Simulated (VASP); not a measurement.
Here is a VASP 6.6.1 calculation.

File POSCAR:

```
Mo
1.0
    2.7283492377      0.0000000000      0.0000000000
   -0.9094497459      2.5723123299      0.0000000000
    0.0000000000      0.0000000000     18.4553756483
Mo
3
Direct
    0.5000000000      0.5000000000      0.3792932820
    0.0000000000      0.0000000000      0.4956150515
    0.5000000000      0.5000000000      0.6119315580
```

The input INCAR.step1:

```
SYSTEM = Mo
ALGO = Normal ; DIPOL = 0.5 0.5 0.496
EDIFF = 1E-4 ; ENCUT = 520
GGA = PE ; IDIPOL = 3
ISMEAR = 0 ; LASPH = .True.
LCHARG = .False. ; LDIPOL = .True.
LREAL = .False. ; LWAVE = .True.
NBANDS = 28 ; NELM = 100
PREC = Accurate ; SIGMA = 0.1
```

The input INCAR.step2:

```
SYSTEM = Mo
ALGO = Normal ; DIPOL = 0.5 0.5 0.496
EDIFF = 1E-6 ; ENCUT = 520
IDIPOL = 3 ; ISIF = 2
ISMEAR = 0 ; ISTART = 1
LASPH = .True. ; LCHARG = .False.
LDIPOL = .True. ; LMIXTAU = .True.
LREAL = .False. ; LWAVE = .False.
METAGGA = R2SCAN ; NBANDS = 28
NELM = 100 ; PREC = Accurate
SIGMA = 0.1
```

Contents of KPOINTS:

```
k-points
0
Gamma
  11 11 1
  0 0 0
```

Potentials or basis: VASP PAW PBE potentials, release 64 (Mo_sv).

Command:

```console
$ cat potpaw_PBE.64/Mo_sv/POTCAR > POTCAR
$ cp INCAR.step1 INCAR
$ mpirun -np 1 vasp_std > vasp.out
$ cp INCAR.step2 INCAR
$ mpirun -np 1 vasp_std > vasp.out
```

Task: Predict the band gap on the k mesh.

Result: None (metal or under the smearing width).

Task: Predict the largest force.

Result: 0.059 eV/Å.

Forces in eV/Å, atoms in the order of the input:
```
Mo   0.000  0.000 -0.059
Mo   0.000  0.000  0.000
Mo   0.000  0.000  0.059
```

Caveat: the PAW data sets were made with another functional, which shifts forces and pressure a little.
